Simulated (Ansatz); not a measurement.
# Effect of isotropic strain +0.15 % on BaSnO3

Start from BaSnO3 in the cubic perovskite structure (space group Pm-3m, No. 221; a = 4.131 Å).

Now apply this change: an isotropic linear strain of +0.15 %, atoms relaxed at fixed cell.

Computed with Ansatz (a program for electronic structure), r2SCAN, PAW, cutoff 500 eV, no spin-orbit coupling. Settings: 8×8×8 k-points, 0.05 eV Fermi–Dirac smearing.

```json
[
 {"quantity": "space group", "base": "Pm-3m (No. 221)", "changed": "Pm-3m (No. 221)", "shift": "–"},
 {"quantity": "shortest interatomic distance", "base": "2.066 Å", "changed": "2.069 Å", "shift": "+0.003 Å"},
 {"quantity": "energy relative to the base (free energy F)", "base": "0 meV/atom", "changed": "+0.1 meV/atom", "shift": "+0.1 meV/atom"},
 {"quantity": "pressure", "base": "0.00 GPa", "changed": "-0.71 GPa", "shift": "-0.704 GPa"},
 {"quantity": "band gap", "base": "1.56 eV", "changed": "1.51 eV", "shift": "-0.058 eV"},
 {"quantity": "gap character", "base": "indirect, R → Γ", "changed": "indirect, R → Γ", "shift": "–"},
 {"quantity": "smallest direct gap", "base": "2.04 eV", "changed": "1.98 eV", "shift": "-0.06 eV"},
 {"quantity": "width of the top valence band", "base": "1.00 eV", "changed": "1.00 eV", "shift": "0.00 eV"},
 {"quantity": "electron mass", "base": "0.19 mₑ (at Γ)", "changed": "0.19 mₑ (at Γ)", "shift": "–"}
]
```

Cost of the whole job for the changed cell (relaxation, final SCF and bands): very roughly 40 core-seconds.

Masses are band curvatures over ±0.01 Å⁻¹ around the edge. No phonon test of stability was made.
